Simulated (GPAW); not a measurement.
Write an ASE script for GPAW 26.7.0 that does the following.

| Quantity | Value |
| --- | --- |
| Task | single point |
| Functional | PBE |
| Potentials or basis | GPAW PAW data sets (gpaw-data 1.2.1) |
| Cutoff | 600 eV |
| Basis | pw |
| k mesh | 7 × 7 × 7 |
| Occupations | gaussian, width 0.017 eV |
| Spin | no spin polarisation |
| Maxiter | 150 |

TePb:

```
Pb Te
1.0
     0.00000    3.23100    3.23100
     3.23100    0.00000    3.23100
     3.23100    3.23100    0.00000
Pb Te
1 1
Direct
  0.00000 0.00000 0.00000
  0.50000 0.50000 0.50000
```

The input as run:

run.py

```python
from ase import Atoms
from ase.dft.bandgap import bandgap
from ase.io import write
from ase.units import GPa
from gpaw import GPAW, PW

atoms = Atoms(['Pb', 'Te'],
              cell=[[0.0, 3.231, 3.231],
                    [3.231, 0.0, 3.231],
                    [3.231, 3.231, 0.0]],
              scaled_positions=[[0.0, 0.0, 0.0],
                                [0.5, 0.5, 0.5]],
              pbc=True)

calc = GPAW(mode=PW(600),
            xc='PBE',
            kpts={'size': (7, 7, 7), 'gamma': True},
            occupations={'name': 'methfessel-paxton', 'order': 0, 'width': 0.017},
            nbands=19,
            convergence={'density': 1e-05, 'energy': 1e-05},
            maxiter=150,
            txt='gpaw.txt')
atoms.calc = calc
energy = atoms.get_potential_energy()
forces = atoms.get_forces()
stress = atoms.get_stress()
calc.write('gs.gpw')
write('result.traj', atoms)
print(f'Energy: {energy:.6f} eV')
print('Forces (eV/A):')
print(forces.round(4))
print('Stress (GPa):', (stress / GPa).round(3))
print('Fermi level:', round(calc.get_fermi_level(), 4), 'eV')
print(f'Gap: {bandgap(calc)[0]:.4f} eV, direct: {bandgap(calc, direct=True)[0]:.4f} eV')
```

Potentials or basis: GPAW PAW data sets (gpaw-data 1.2.1), pw.

The run is started by

```console
$ OMP_NUM_THREADS=1 python run.py
```

It gave:

- Pressure: 1.8 GPa

Caveat: this odd mesh misses L, where the gap lies, so gap, dielectric constants and Born charges aren't listed.

Run time: 15 s on 1 thread of Arm Neoverse V2 (shared host), peak memory 0.17 GiB.
